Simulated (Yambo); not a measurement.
# AlN (F-43m) in Yambo: further runs, part 2 of 2

Yambo 5.3.0.

**5. Optical spectrum, PBEsol**

optics5.in

```
optics
chi
tddft
Chimod= "LRC"
% BndsRnXd
 1 | 29 |
%
NGsBlkXd= 1 Ry
% LongDrXd
 0 | 0 | 1 |
%
% QpntsRXd
 1 | 1 |
%
% EnRngeXd
 0 | 20 | eV
%
% DmRngeXd
 0.3 | 0.3 | eV
%
ETStpsXd= 300
LRC_alpha= -1.0
```

scf.in

```
&CONTROL
  calculation = 'scf'
  prefix = 'pwscf'
  outdir = './tmp'
  pseudo_dir = './pseudo'
/
&SYSTEM
  ibrav = 0
  nat = 2
  ntyp = 2
  ecutwfc = 84
  nbnd = 9
  occupations = 'smearing'
  smearing = 'fd'
  degauss = 0.00367493
  force_symmorphic = .true.
/
&ELECTRONS
  conv_thr = 4d-10
  electron_maxstep = 120
  mixing_beta = 0.5
/
ATOMIC_SPECIES
Al    26.9815 Al.upf
N     14.0070 N.upf
CELL_PARAMETERS angstrom
   0.0000000000    2.1839935596    2.1839935596
   2.1839935596    0.0000000000    2.1839935596
   2.1839935596    2.1839935596    0.0000000000
ATOMIC_POSITIONS crystal
Al     0.0000000000    0.0000000000    0.0000000000
N      0.2500000000    0.2500000000    0.2500000000
K_POINTS automatic
18 18 18 0 0 0
```

nscf.in

```
&CONTROL
  calculation = 'nscf'
  prefix = 'pwscf'
  outdir = './tmp'
  pseudo_dir = './pseudo'
/
&SYSTEM
  ibrav = 0
  nat = 2
  ntyp = 2
  ecutwfc = 84
  nbnd = 29
  occupations = 'fixed'
  force_symmorphic = .true.
/
&ELECTRONS
  conv_thr = 1d-08
  diago_full_acc = .true.
  diago_thr_init = 1d-06
/
ATOMIC_SPECIES
Al    26.9815 Al.upf
N     14.0070 N.upf
CELL_PARAMETERS angstrom
   0.0000000000    2.1839935596    2.1839935596
   2.1839935596    0.0000000000    2.1839935596
   2.1839935596    2.1839935596    0.0000000000
ATOMIC_POSITIONS crystal
Al     0.0000000000    0.0000000000    0.0000000000
N      0.2500000000    0.2500000000    0.2500000000
K_POINTS automatic
18 18 18 0 0 0
```

Potentials or basis: PseudoDojo 0.4.1 SR PBEsol standard.

Started as:

```bash
> OMP_NUM_THREADS=1 pw.x -in scf.in > scf.out
> OMP_NUM_THREADS=1 pw.x -in nscf.in > nscf.out
> cd tmp/pwscf.save; p2y; mv SAVE ../..; cd ../..
> OMP_NUM_THREADS=1 yambo
> OMP_NUM_THREADS=1 yambo -F optics5.in -J optics5 -C optics5_out
```

Yambo's report:

```text
[... sections 02.01 to 02.04 as in the set-up run ...]

[... 5 lines left out ...]
  [X] Bosonic    Temperature                        :  0.000000  0.000000 [eV K]
  [X] Finite Temperature mode                       : no
  [X] El. density                                   :  0.38398E+24 [cm-3]
  [X] Fermi Level                                   :  6.862773 [eV]

  [X] === Gaps and Widths ===
  [X] Conduction Band Min                           :  3.188326 [eV]
  [X] Valence Band Max                              :  0.000000 [eV]
  [X] Filled Bands                                  :   4
  [X] Empty Bands                                   :   5  29
  [X] Direct Gap                                    :  4.118446 [eV]
  [X] Direct Gap localized at k                     :  1
  [X] Indirect Gap                                  :  3.188326 [eV]
  [X] Indirect Gap between kpts                     :    1   91
  [X] Last valence band width                       :  2.723890 [eV]
  [X] 1st conduction band width                     :  4.693046 [eV]

 [03] Transferred momenta grid and indexing
 ==========================================

 IBZ Q-points                                      :  195
 BZ  Q-points                                      :   5832

 K/Q-points units:
 rlu = crystal or reduced units; cc = cartesian coordinates; iku = interal k-units

 Q [  1]        [rlu]:  0.000000  0.000000  0.000000
 Q [  2]        [rlu]: -0.11396E-17 -0.11396E-17  0.55556E-01
 Q [  3]        [rlu]:  0.24828E-17  0.24828E-17  0.11111
 Q [  4]        [rlu]:  0.37242E-17  0.37242E-17  0.16667
 Q [  5]        [rlu]: -0.45586E-17 -0.45586E-17  0.22222
 Q [  6]        [rlu]:  0.26702E-17  0.26702E-17  0.27778
[... 42 lines left out ...]
 Q [ 49]        [rlu]:  0.16156E-16  0.16667      0.50000
 Q [ 50]        [rlu]: -0.59438E-18  0.16667     -0.44444

 Remaining 145 points informations can be written running with -fatlog

 [04] Dipoles
 ============

  [04.01] Setup: observables and procedures
  =========================================

  [WF-Oscillators/G space/Transverse up loader] Normalization (few states)  min/max  :  0.43492E-16   1.0000

  [WR./optics5//ndb.dipoles]------------------------------------------------------
   Brillouin Zone Q/K grids (IBZ/BZ)                :    195   5832    195   5832
   RL vectors                                       :  2421 [WF]
   Fragmentation                                    : yes
   Electronic Temperature                           :  0.000000 [K]
   Bosonic    Temperature                           :  0.000000 [K]
   DIP band range                                   :   1  29
   DIP band range limits                            :   4   5
   DIP e/h energy range                             : -1.000000 -1.000000 [eV]
   RL vectors in the sum                            :  2421
   [r,Vnl] included                                 : yes
   Bands ordered                                    : yes
   Direct v evaluation                              : no
   Approach used                                    : G-space v
   Dipoles computed                                 : R V P [G-space]
   Wavefunctions                                    : Perdew, Burke & Ernzerhof SOL(X)+Perdew, Burke & Ernzerhof SOL(C)

  [WARNING] [r,Vnl^pseudo] included in position and velocity dipoles.

  [WARNING] In case H contains other non local terms, these are neglected

 [05] Optics
 ===========

 [X-CG] R(p) Tot o/o(of R):    17095   583200      100
```

Run time: 2.3 min. Hardware: 1 thread of Arm Neoverse V2, shared host; peak memory 1 GiB.

Results:

```yaml
Band_gap_on_the_k_mesh_mean-field_level: 3.19 eV, indirect (least direct gap 4.12 eV)
Absorption_peak: 6.29 eV
Electronic_dielectric_constant_along_the_field: 5.83
Electronic_dielectric_constant_along_the_field_independent_particles: 4.79
```

Dielectric function (along the field direction of the input):
| energy (eV) | real part | imaginary part |
| --- | --- | --- |
| 0.27 | 5.84 | 0.23 |
| 0.74 | 5.89 | 0.24 |
| 1.27 | 6.01 | 0.26 |
| 1.74 | 6.17 | 0.29 |
| 2.27 | 6.45 | 0.34 |
| 2.74 | 6.81 | 0.42 |
| 3.28 | 7.42 | 0.59 |
| 3.75 | 8.28 | 0.93 |
| 4.28 | 9.61 | 2.22 |
| 4.82 | 10.35 | 4.69 |
| 5.28 | 9.47 | 7.72 |
| 5.82 | 6.42 | 9.19 |
| 6.29 | 4.19 | 9.79 |
| 6.82 | 1.67 | 8.93 |
| 7.29 | 0.13 | 7.36 |
| 7.83 | -0.74 | 5.86 |
| 8.36 | -0.41 | 3.81 |
| 8.83 | 0.95 | 3.30 |
| 9.36 | 1.42 | 4.19 |
| 9.83 | 0.86 | 4.53 |
| 10.37 | 0.81 | 4.43 |
| 10.84 | 0.17 | 4.72 |
| 11.37 | -0.59 | 4.26 |
| 11.84 | -0.60 | 3.88 |
| 12.37 | -0.87 | 3.81 |
| 12.91 | -1.56 | 3.27 |
| 13.38 | -1.53 | 2.62 |
| 13.91 | -1.37 | 2.18 |
| 14.38 | -1.34 | 1.99 |
| 14.92 | -1.37 | 1.52 |
| 15.38 | -1.18 | 1.22 |
| 15.92 | -0.96 | 1.00 |
| 16.45 | -0.80 | 0.88 |
| 16.92 | -0.65 | 0.74 |
| 17.46 | -0.52 | 0.70 |
| 17.93 | -0.47 | 0.61 |
| 18.46 | -0.36 | 0.52 |
| 18.93 | -0.25 | 0.43 |
| 19.46 | -0.14 | 0.41 |
| 20.00 | -0.06 | 0.37 |

Caveat: the long-range kernel's strength is typed, not fitted to the crystal's screening; independent-particle spectra lack excitons.

**6. The runs side by side**

```csv
direction of the field or of q to 0,broadening,kernel,top of the energy range,cutoff of the response matrix,other keys,gap on the mesh (eV)
z,0.05 eV,adiabatic LDA,30 eV,1 Ry,-,3.19
x + y + z,0.1 eV,none (independent particles),10 eV,-,-,3.19
x + y,0.3 eV,Hartree (RPA with local fields),10 eV,2 Ry,-,3.19
z,0.3 eV,long-range correction,20 eV,1 Ry,"several, not listed",3.19
```

Alike in all rows: task optical spectrum; level PBEsol; potentials or basis PseudoDojo 0.4.1 SR PBEsol standard; no spin polarisation; cell as given; k mesh 18 × 18 × 18; cutoff (eV) 1143; smearing fixed.

Caveats: these spectra lack excitons (some runs); independent-particle spectra lack excitons (some runs); the LDA kernel is used on GGA states, which is inconsistent by a few percent (some runs); the long-range kernel's strength is typed, not fitted to the crystal's screening (some runs).

Total energies depend on the potentials used, so only differences within one code and one set of settings carry meaning.
